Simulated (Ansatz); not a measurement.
The system is TiO2.

```xyz
12
Lattice="4.8127 0.0000 0.0000 0.0000 4.8719 0.0000 -0.8629 0.0000 4.9666" Properties=species:S:1:pos:R:3 pbc="T T T"
Ti    1.1513    0.2573    1.0586
Ti    3.2300    2.6932    1.4247
Ti    2.7985    4.6146    3.9080
Ti    0.7198    2.1787    3.5419
O    -0.4276    0.8622    4.2293
O     3.9459    3.2981    3.2206
O     4.3774    4.0097    0.7373
O     0.0039    1.5738    1.7460
O     1.7406    3.6911    2.3183
O     2.6406    1.2552    0.1650
O     2.2092    1.1808    2.6483
O     1.3092    3.6167    4.8016
```

The cell comes from a database or a generator and needn't be the stable form of this composition.

- Program: Ansatz 0.2.0
- Task: relaxation of cell and atoms
- Functional: PBE
- Potentials or basis: Ansatz PAW
- Cutoff: 420 eV (not typed: the program's choice for these potentials)
- k mesh: 6 × 6 × 6
- Occupations: fermi-dirac, width 0.05 eV
- Spin: no spin polarisation

At the start: volume 9.70 Å³/atom.

Question: Where does the relaxation end?

Answer: It ends after 10 steps and the volume is 9.96 Å³/atom (+2.7 %); space group P2_1/c (No. 14, to 0.05 Å).

Step by step:
| step | energy change (eV) | largest force (eV/Å) | volume (Å³) |
| --- | --- | --- | --- |
| 1 | 0.0000 | 0.1221 | 116.45 |
| 2 | -0.0180 | 0.1183 | 117.90 |
| 3 | -0.0197 | 0.0976 | 118.59 |
| 4 | -0.0205 | 0.1244 | 118.76 |
| 5 | -0.0228 | 0.0824 | 119.17 |
| 6 | -0.0253 | 0.0043 | 119.28 |
| 7 | -0.0251 | 0.0022 | 119.35 |
| 8 | -0.0420 | 0.0024 | 119.35 |
| 9 | -0.0411 | 0.0018 | 119.58 |
| 10 | -0.0422 | 0.0017 | 119.58 |

Final structure:
```
CELL_PARAMETERS angstrom
4.85439 0.00000 -0.01902
0.00000 4.90497 0.00000
-0.88999 0.00000 5.02545
ATOMIC_POSITIONS crystal
Ti 0.27568 0.05815 0.21739
Ti 0.72432 0.55815 0.28261
Ti 0.72432 0.94185 0.78261
Ti 0.27568 0.44185 0.71739
O 0.06075 0.18129 0.85656
O 0.93925 0.68129 0.64344
O 0.93925 0.81871 0.14344
O 0.06075 0.31871 0.35656
O 0.44998 0.75865 0.45594
O 0.55002 0.25865 0.04406
O 0.55002 0.24135 0.54406
O 0.44998 0.74135 0.95594
```

Caveat: the plane-wave basis is chosen anew once the cell has moved, so the energies of steps on either side of that aren't comparable; the pressure holds a Pulay correction of +0.8 GPa for the finite cutoff.
